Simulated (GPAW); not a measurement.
Runs of GPAW 26.7.0 on PtSe2 (Sudovikovite). The structure is trigonal, space group P-3m1 (No. 164). The conventional cell has a = 3.724 Å, b = 3.724 Å, c = 5.062 Å, α = 90.00°, β = 90.00°, γ = 120.00°. Around Pt (site symmetry -3m) lie 6 Se at 2.49 Å. Se (site symmetry 3m) is surrounded by 3 Pt at 2.49 Å. 

| task | level | potentials or basis | spin | cell | cutoff (eV) | band path | band points | spin axis theta (degrees) | spin axis phi (degrees) | optimizer | gap on the mesh (eV) | pressure (GPa) | largest force (eV/Å) |
| --- | --- | --- | --- | --- | --- | --- | --- | --- | --- | --- | --- | --- | --- |
| band structure | M06-L | GPAW PAW data sets (gpaw-data 1.2.1), pw | SOC, no magnetisation | as given | 600 | GMKGALHA,LM,KH | 100 | 0 | 0 | - | - | (a) | 0.45 |
| band structure | WC | PAW data sets generated in the run's folder for this functional, pw | SOC, no magnetisation | as given | 600 | GMKGALHA,LM,KH | 100 | 0 | 0 | - | - | 2.8 | 0.45 |
| relaxation of cell and atoms | WC | PAW data sets generated in the run's folder for this functional, pw | off | relaxed | 600 | - | - | - | - | FIRE | none | 0.1 | - |
| phonons | PW91 | PAW data sets generated in the run's folder for this functional, pw | off | atoms relaxed | 510 | GMKGALHA,LM,KH | - | - | - | - | none | 3.9 | - |

Alike in all rows: k mesh 6 × 6 × 4; smearing fermi-dirac 0.05 eV.

Problem. Fill in the values left out.

Solution. (a) 8.6.

Caveats: spin-orbit coupling was added after a scalar SCF, so levels and gaps hold it while energy, forces, pressure and moments don't (some runs); this program's spin-orbit splittings come out too wide for heavy elements (some runs); the PAW data sets were made with another functional, which shifts forces and pressure a little (some runs); later steps reuse the first step's grids (some runs); the cell is more than 3 GPa from zero pressure, which shifts response properties (some runs); the cutoff is short for stress and forces, so pressures can be off by a GPa or more (some runs); phonon bands are interpolated from a small supercell (some runs).

A k mesh can miss the band edges, and rows without SOC leave out spin-orbit coupling on Pt, Se.

A gap of «none» marks a metal or a gap under the smearing width.

Runs at the PBE level aren't shown here.
